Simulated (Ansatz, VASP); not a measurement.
Si in VASP and in Ansatz

```xyz
4
Lattice="3.8313 0.0000 0.0000 -1.9157 3.3180 0.0000 0.0000 0.0000 6.3326" Properties=species:S:1:pos:R:3 pbc="T T T"
Si    1.9157    1.1060    5.9336
Si    0.0000    2.2120    2.7673
Si    1.9157    1.1060    3.5653
Si    0.0000    2.2120    0.3990
```

Alike in both runs: functional PBEsol; k mesh 8 × 8 × 4; occupations fermi-dirac, width 0.05 eV; no spin polarisation.

|  | VASP | Ansatz |
| --- | --- | --- |
| version | VASP 6.6.1 | Ansatz 0.2.0 |
| potentials or method | VASP PAW PBE potentials, release 64 (Si), cutoff 520 eV | all-electron LAPW, scalar-relativistic |
| task | single point | band structure |

VASP gave:

* gap on the k mesh at the Fermi level (eV): 0.30
* least direct gap on the mesh (eV): 0.95
* pressure (GPa): -0.3
* rms of the force components (eV/Å): 0.005

Question: What did Ansatz give for the same quantities?

Answer: gap on the k mesh at the Fermi level (eV): 0.31; least direct gap on the mesh (eV): 0.95; pressure (GPa): -0.5; rms of the force components (eV/Å): 0.005.

Atom by atom the forces differ by 0.001 eV/Å (rms over components). Ansatz ran all-electron here, so the differences hold the error of VASP's frozen core and of both bases.

Caveats: the PAW data sets were made with another functional, which shifts forces and pressure a little (VASP).
